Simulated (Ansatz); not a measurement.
Here is an Ansatz 0.2.0 calculation.

The input input.yaml:

```yaml
crystal:
  lattice:
    - [0.0, 3.205, 3.205]
    - [3.205, 0.0, 3.205]
    - [3.205, 3.205, 0.0]
  atoms:
    - { symbol: Te, position: [0.75, 0.75, 0.75] }
    - { symbol: Cd, position: [0.0, 0.0, 0.0] }
hamiltonian:
  xc: lda
  pseudopotentials: { kind: paw }
kpoints:
  mp_grid: { grid: [7, 7, 7] }
  band_path:
    path:
      - [[0.0, 0.0, 0.0], [0.5, 0.0, 0.5], [0.5, 0.25, 0.75], [0.375, 0.375, 0.75], [0.0, 0.0, 0.0], [0.5, 0.5, 0.5], [0.625, 0.25, 0.625], [0.5, 0.25, 0.75], [0.5, 0.5, 0.5], [0.375, 0.375, 0.75]]
      - [[0.625, 0.25, 0.625], [0.5, 0.0, 0.5]]
    npoints: 14
scf:
  occupations: { method: fermi_dirac, width: 0.05 }
  n_extra_bands: 6
output:
  forces: true
  stress: true
  eigenvalues: true
  fatbands: true
```

Potentials or basis: Ansatz PAW.

Run with:

```sh
$ ansatz run input.yaml --threads 2 --pin off --max-ram 5632MiB --backend cpu --events-out ev --progress --plain --runs-dir out
```

Predict the band gap along the path.

0.61 eV, direct.

Predict the pressure.

0.0 GPa.

Estimate the band gap on the k mesh.

0.61 eV, direct.

Levels at the corners of the path, in eV from the valence-band top:
```
point  band 14  band 15  band 16  band 17  band 18  band 19  band 20  band 21  band 22  band 23
    Γ    -8.10    -8.10     0.00     0.00     0.00     0.61     4.51     4.51     4.51     7.25
    X    -8.06    -7.59    -4.54    -2.00    -2.00     2.39     2.55     8.79     9.17     9.17
    W    -8.10    -7.50    -4.42    -2.48    -2.37     4.27     4.56     5.47     6.18     9.67
    K    -8.08    -7.54    -4.44    -2.74    -1.66     2.75     4.45     7.27     7.47     7.77
    Γ    -8.10    -8.10     0.00     0.00     0.00     0.61     4.51     4.51     4.51     7.25
    L    -8.09    -7.73    -4.69    -0.83    -0.83     1.68     5.12     5.12     6.87     8.55
    U    -8.08    -7.54    -4.44    -2.74    -1.66     2.75     4.45     7.27     7.47     7.77
    W    -8.10    -7.50    -4.42    -2.48    -2.37     4.27     4.56     5.47     6.18     9.67
    L    -8.09    -7.73    -4.69    -0.83    -0.83     1.68     5.12     5.12     6.87     8.55
    K    -8.08    -7.54    -4.44    -2.74    -1.66     2.75     4.45     7.27     7.47     7.77
    U    -8.08    -7.54    -4.44    -2.74    -1.66     2.75     4.45     7.27     7.47     7.77
    X    -8.06    -7.59    -4.54    -2.00    -2.00     2.39     2.55     8.79     9.17     9.17
```

Caveat: spin-orbit coupling is left out, which moves the levels of the heavy elements; the PAW data sets come from PBE, with cores solved anew for the run's functional, which leaves a small shift of forces and pressure.

**Measured values to compare with.**

From a printed reference work, data compilation, for a bulk crystal of CdTe at 0 K: band gap 1.607 eV.

A measured gap of CdTe is 1.607 eV (0 K; a printed reference work, data compilation); the calculated 0.61 eV misses it by -1.00 eV. Spin-orbit coupling on Cd, Te is left out. The value is that of LDA, without temperature or zero-point motion. Semilocal functionals fall short of measured gaps as a rule.
